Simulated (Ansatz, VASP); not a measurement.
**Two plane-wave programs on Si**

```xyz
4
Lattice="0.0000 -3.0833 3.0833 3.0833 -3.0833 0.0000 3.0833 0.0000 3.0833" Properties=species:S:1:pos:R:3 pbc="T T T"
Si    0.0000    0.0000    0.0000
Si    1.5417   -1.5417    1.5417
Si    3.0833   -3.0833    3.0833
Si    4.6250   -4.6250    4.6250
```

Alike in both runs: functional PBE; k mesh 12 × 12 × 12; occupations gaussian, width 0.1 eV; no spin polarisation.

Ansatz relaxed the structure, and its values are those at the end. VASP's run is a single point on that final structure, the one shown.

|  | VASP | Ansatz |
| --- | --- | --- |
| version | VASP 6.6.1 | Ansatz 0.2.0 |
| potentials or method | VASP PAW PBE potentials, release 64 (Si) | scalar-relativistic, plane waves, PAW |
| plane-wave cutoff (eV) | 520 | 420 |
| valence electrons in the cell | 16 | 16 |

Ansatz gave:

| Property | Result |
| --- | --- |
| gap on the k mesh at the Fermi level (eV) | none |
| pressure (GPa) | 0.1 |

Question: Which values does VASP return?

Answer: gap on the k mesh at the Fermi level (eV): none; pressure (GPa): 0.0.

A gap of «none» marks a metal or a gap that the smearing closes.
